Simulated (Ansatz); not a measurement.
# Ga16HN16: the cost of one run

Method: DFT PBE, scalar-relativistic, plane waves, PAW, in Ansatz 0.2.0.

3 further runs of the same task are left out: 3 set aside as unsound or not needed.

## Step 1: Starting point

The structure is cubic, space group F-43m (No. 216). The conventional cell has a = 4.548 Å, b = 4.548 Å, c = 4.548 Å, α = 90.00°, β = 90.00°, γ = 90.00°. Around Ga (site symmetry -43m) lie 4 N at 1.97 Å. N (site symmetry -43m) has 4 Ga at 1.97 Å as nearest neighbours.

Coordinates:

```
Ga N
1.0
     0.00000    2.27424    2.27424
     2.27424    0.00000    2.27424
     2.27424    2.27424    0.00000
Ga N
1 1
Direct
  0.00000 0.00000 0.00000
  0.75000 0.75000 0.75000
```

It goes back to an entry of the Materials Project.

This cell was relaxed beforehand with the same method: volume 11.76 Å³/atom, gap on the mesh 1.54 eV.

The host's static dielectric tensor, from an earlier linear-response run, has a mean of 11.00.

The perfect supercell (rows 3 -1 -1; -1 3 -1; -1 -1 3 in vectors of this cell) was computed beforehand with the same settings: E(σ→0) = -66686.5566 eV for 32 atoms, gap 3.55 eV on its own mesh.

## Step 2: The defect cell

The extra atom is put at (0.250, 0.250, 0.250) of the supercell, the middle of a void of radius 1.97 Å. The other atoms start on their ideal sites. Its neighbours are 4 Ga at 1.97 Å, 6 N at 2.27 Å.

## Step 3: Charge state 0

input.yaml

```yaml
crystal:
  lattice:
    - [-4.5484769755, 4.5484769755, 4.5484769755]
    - [4.5484769755, -4.5484769755, 4.5484769755]
    - [4.5484769755, 4.5484769755, -4.5484769755]
  atoms:
    - { symbol: Ga, position: [0.5, 0.0, 0.5] }
    - { symbol: Ga, position: [0.5, 0.25, 0.25], spin: 0.091 }
    - { symbol: Ga, position: [0.5, 0.5, 0.0] }
    - { symbol: Ga, position: [0.75, 0.75, 0.5] }
    - { symbol: Ga, position: [0.5, 0.75, 0.75] }
    - { symbol: Ga, position: [0.75, 0.0, 0.25] }
    - { symbol: Ga, position: [0.75, 0.25, 0.0] }
    - { symbol: Ga, position: [0.0, 0.5, 0.5] }
    - { symbol: Ga, position: [0.75, 0.5, 0.75] }
    - { symbol: Ga, position: [0.0, 0.75, 0.25] }
    - { symbol: Ga, position: [0.0, 0.0, 0.0], spin: 0.091 }
    - { symbol: Ga, position: [0.25, 0.25, 0.5], spin: 0.091 }
    - { symbol: Ga, position: [0.0, 0.25, 0.75] }
    - { symbol: Ga, position: [0.25, 0.5, 0.25], spin: 0.091 }
    - { symbol: Ga, position: [0.25, 0.75, 0.0] }
    - { symbol: Ga, position: [0.25, 0.0, 0.75] }
    - { symbol: "N", position: [0.75, 0.0, 0.5] }
    - { symbol: "N", position: [0.75, 0.25, 0.25] }
    - { symbol: "N", position: [0.75, 0.5, 0.0] }
    - { symbol: "N", position: [0.0, 0.75, 0.5] }
    - { symbol: "N", position: [0.75, 0.75, 0.75] }
    - { symbol: "N", position: [0.0, 0.0, 0.25], spin: 0.091 }
    - { symbol: "N", position: [0.0, 0.25, 0.0], spin: 0.091 }
    - { symbol: "N", position: [0.25, 0.5, 0.5], spin: 0.091 }
    - { symbol: "N", position: [0.0, 0.5, 0.75] }
    - { symbol: "N", position: [0.25, 0.75, 0.25] }
    - { symbol: "N", position: [0.25, 0.0, 0.0], spin: 0.091 }
    - { symbol: "N", position: [0.5, 0.25, 0.5], spin: 0.091 }
    - { symbol: "N", position: [0.25, 0.25, 0.75] }
    - { symbol: "N", position: [0.5, 0.5, 0.25], spin: 0.091 }
    - { symbol: "N", position: [0.5, 0.75, 0.0] }
    - { symbol: "N", position: [0.5, 0.0, 0.75] }
    - { symbol: H, position: [0.25, 0.25, 0.25], spin: 0.091 }
  host:
    lattice:
      - [0.0, 2.2742384878, 2.2742384878]
      - [2.2742384878, 0.0, 2.2742384878]
      - [2.2742384878, 2.2742384878, 0.0]
    atoms:
      - { symbol: Ga, position: [0.0, 0.0, 0.0] }
      - { symbol: "N", position: [0.75, 0.75, 0.75] }
basis:
  ecutwfc: 420
  xc_grid: 2
kpoints:
  mp_grid: { grid: [2, 2, 2], shift: [0.5, 0.5, 0.5] }
hamiltonian:
  xc: pbe
scf:
  occupations: { method: gaussian, width: 0.01 }
output:
  forces: true
  stress: false
  eigenvalues: true
  populations: true
  charged_corrections:
    defect_position: [0.25, 0.25, 0.25]
    epsilon: [[10.9988, 0.0, 0.0], [0.0, 10.9988, 0.0], [0.0, 0.0, 10.9988]]
  write_density: true
  write_potential: true
  elf: true
  volumetric_format: npy
magnetization:
  spin_polarized: true
relax:
  adjacent_minimum: "off"
  f_tol: 0.025
  max_steps: 45
```

Started as:

```
ansatz run input.yaml --threads 4 --pin off --max-ram 6144MiB --backend cpu --events-out ev --progress --plain --runs-dir out
```

**Question.** How long does this run take on 4 threads of an x86-64 CPU, shared host, and how much memory does it need?

About 66 s, with a peak of 1.6 GiB.
